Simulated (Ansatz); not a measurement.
Start from AlSb in the zinc blende structure (space group F-43m, No. 216; a = 6.2256 Å).

Computed with plane-wave PAW DFT at the PBE level (Ansatz, a quantum-chemistry and plane-wave program, 420 eV), no spin-orbit coupling, earlier PAW set.

For the base:

| Item | Value |
|---|---|
| Gap character | indirect, Γ → L |

Modification: 0.0422 electrons added to each cell, a density of 7.0×10^20 cm⁻³, with a uniform compensating background at fixed cell and a 300 K Fermi–Dirac width.

Task: How does this affect the gap character and Fermi level from band edge?

Result: The gap character stays indirect, Γ → L; the Fermi level relative to the doped band's edge (positive inside the band; to 0.05 eV) amounts to +0.20 eV.

Carriers are added with a uniform compensating background; total energy and stress of such cells depend on the potential's zero and are not compared; many-body gap narrowing is missing at this level. Spin-orbit coupling, missing from the scalar runs, can matter with Sb. No phonon test of stability was made.
